Silicon has two identical atoms in its primitive cell, joined by one kind of bond. Why, then, do its six vibrations arrange themselves so differently when only the wave pattern changes? In the table, phonon q row 1 is Γ, where every cell moves alike. Phonon q row 2 is L, a wave along a bond direction, and phonon q row 3 is X, a wave along a cube edge; in both, successive cells along the wave move oppositely.

Harmonic phonon frequencies of diamond-structure silicon, computed with ABINIT 10.8.3 using LDA, PseudoDojo NC SR LDA v0.4.1 standard pseudopotentials, a 326.5 eV plane-wave cutoff and a shifted 4×4×4 k mesh. The primitive cell edge is 3.849 Å, as given, and the acoustic sum rule is imposed. In reciprocal-lattice coordinates, q rows 1–3 are (0, 0, 0), (0.5, 0, 0) and (0.5, 0.5, 0).

| row | phonon q row (row) | phonon frequency (cm⁻¹) |
| --- | --- | --- |
| 1 | 1 | 0.0 |
| 2 | 1 | 0.0 |
| 3 | 1 | 0.0 |
| 4 | 1 | 500.1 |
| 5 | 1 | 500.1 |
| 6 | 1 | 500.1 |
| 7 | 2 | 110.4 |
| 8 | 2 | 110.4 |
| 9 | 2 | 369.3 |
| 10 | 2 | 395.2 |
| 11 | 2 | 474.1 |
| 12 | 2 | 474.1 |
| 13 | 3 | 145.5 |
| 14 | 3 | 145.5 |
| 15 | 3 | 398.1 |
| 16 | 3 | 398.1 |
| 17 | 3 | 443.1 |
| 18 | 3 | 443.1 |

**Γ, rows 1–6.** The three zeros are shifts of the whole crystal, set exactly to zero by the acoustic sum rule. In the other three modes the two sublattices, one for each atom of the cell, move against each other and strain the bonds. Cubic symmetry makes the three directions equal, and because the atoms carry no net dynamical charge, no electric field lifts the longitudinal mode above the others. The stress in this run suggests that the given lattice is slightly wider than LDA would choose, though the plane-wave cutoff is short for an exact stress. Stretched bonds are usually softer, so 500 cm⁻¹ is probably a little lower than LDA would give at its own lattice constant.

What happens at L and X follows from treating the sublattices as two equal coupled oscillators. For longitudinal and for transverse motion at all three points,

ω² = A ± |C|.

Here ω is the vibration frequency, A is its square when one sublattice moves and the other is held still, and C is the coupling between the two. Adding the two solutions removes C. Nearest neighbours always sit on opposite sublattices, so their bonds alone would leave the sum of all six squared frequencies unchanged from one wave to another. The computed sum indeed changes by only about 2% from Γ to L and 0.2% to X, while the plain mean frequency rises from 250 to 329 cm⁻¹. The wave mainly redistributes a nearly fixed total.

**L, rows 7–12.** The low pair is soft because the lattice has few bonds to stretch. A cell has six independent motions but only four bonds, so at least two motions leave every bond length unchanged to first order. With stretching of unstressed bonds alone this pair would have zero frequency. The slight tension in this lattice is expected to add only a little sideways stiffness, so the computed 110 cm⁻¹ needs other forces. The chief one is expected to be the resistance to sideways displacement that chemists know as bond bending.

The single modes in rows 9 and 10 are longitudinal and lie surprisingly close together. Each atom has one neighbour straight along the wave and three slanting the other way. At L the one moves oppositely to the three. A head-on bond resists motion along the wave far more than a slanting one does: with stretching alone the one would outweigh the three threefold and split the modes to 250 and 433 cm⁻¹. The sideways stiffness of the slanting bonds brings the two sides closer to balance. The coupling left is only 8% of its value at Γ, hence the small splitting. Nearest neighbours alone, in the model below, would leave 20%, so forces between more distant atoms of opposite sublattices must help to complete the near balance.

A two-constant bond model makes this quantitative. Let a be the force along a cube axis per displacement along that axis, and b the force along another cube axis, both for one bond and divided by the atomic mass. Four bonds give A = 4a. At Γ all four neighbours act together, so C = 4a and the optical mode has ω² = 8a. At X, when an atom moves along a cube axis across the wave, the forces along that axis cancel and those along the other transverse axis add up. The transverse coupling is therefore 4b, and the squared frequencies of the top and low pairs differ by 8b. These two readings give b/a = 0.70.

The rows at L played no part in setting the constants. For transverse motion there, the head-on bond contributes a − b and the other three 3a + b. Their difference is C = 2a + 2b, so the low pair has ω² = 2a − 2b = 0.6a. Compared with 8a at Γ, this gives 500.1 × √(0.6/8) = 137 cm⁻¹, about 24% above the computed value. The top pair comes out much closer, at 481 against 474 cm⁻¹. The coupling itself is predicted well, 85% of its value at Γ in both model and calculation; the miss comes from A, whose frequency falls from 354 to 344 cm⁻¹ for transverse motion, and the small difference A − |C| magnifies that fall.

**X, rows 13–18.** The low pair now has ω² = 4a − 4b, twice the expression at L. Its frequency should rise by √2, or 1.41; the computed factor is 1.32. The top pair follows 8a, 6a + 2b and 4a + 4b from Γ through L to X. In the model it falls because b is smaller than a: the neighbours no longer oppose the atom as fully as they do at Γ. The computed fall is somewhat larger, for a reason that the middle pair reveals.

The middle pair is longitudinal and does not split at all. Every atom has two neighbours ahead and two behind, and at X these move oppositely. Their pushes along the wave cancel, so C = 0 and both sublattices vibrate at the same frequency. This is the balance that L only approached, made exact by symmetry.

With no coupling left, the 398 cm⁻¹ of this pair is directly the frequency of one sublattice with the other held. At Γ that frequency is 500.1/√2 = 354 cm⁻¹, and nearest-neighbour bonds would keep it there. The rise reveals forces between atoms of the same sublattice. They stiffen longitudinal motion and soften transverse motion, which is why the bond model puts the low pair at X a third too high. In the sum of squares the two shifts nearly cancel, so its constancy does not mean that these longer-ranged forces are weak. Part of them is expected to be bond bending itself, since a bond angle links two atoms of the same sublattice; the two-constant model keeps only the sideways stiffness between nearest neighbours. The analysis printed below compares the bond model with every row.

Printed output of the fit:

```
Frequencies in 1/cm:
  row  computed  stretching_only  two_constants  two_constants_miss
    1         0                0              0                   0
    2         0                0              0                   0
    3         0                0              0                   0
    4     500.1            500.1          500.1                   0
    5     500.1            500.1          500.1                   0
    6     500.1            500.1          500.1                   0
    7     110.4                0          136.9               26.47
    8     110.4                0          136.9               26.47
    9     369.3            250.1          316.2              -53.09
   10     395.2            433.1          387.4              -7.761
   11     474.1            500.1            481               6.906
   12     474.1            500.1            481               6.906
   13     145.5                0          193.6               48.06
   14     145.5                0          193.6               48.06
   15     398.1            353.6          353.6              -44.48
   16     398.1            353.6          353.6              -44.48
   17     443.1            500.1          461.1               18.02
   18     443.1            500.1          461.1               18.02
Sum of squared frequencies at L against Gamma, change in %: 2.157
Sum of squared frequencies at X against Gamma, change in %: 0.2243
Plain mean frequency at Gamma, 1/cm: 250.1
Plain mean frequency at L, 1/cm: 322.2
Plain mean frequency at X, 1/cm: 328.9
One sublattice held, Gamma, 1/cm: 353.6
One sublattice held, L longitudinal, 1/cm: 382.5
One sublattice held, L transverse, 1/cm: 344.2
One sublattice held, X longitudinal, 1/cm: 398.1
One sublattice held, X transverse, 1/cm: 329.8
Coupling between sublattices, X transverse, % of Gamma: 70.04
Coupling between sublattices, L transverse, % of Gamma: 85
Same, predicted by nearest neighbours, % of Gamma: 85.02
Coupling between sublattices, L longitudinal, % of Gamma: 7.917
Same, predicted by nearest neighbours, % of Gamma: 20.04
Low pair, frequency at X over that at L (nearest neighbours give 1.41): 1.318
Top mode, fall of squared frequency from Gamma to X, % of Gamma optical square: 21.5
Low pair, rise of squared frequency from Gamma to X, % of Gamma optical square: 8.465
Rms miss at L and X, stretching only, 1/cm: 88.59
Rms miss at L and X, two constants, 1/cm: 33.67
```
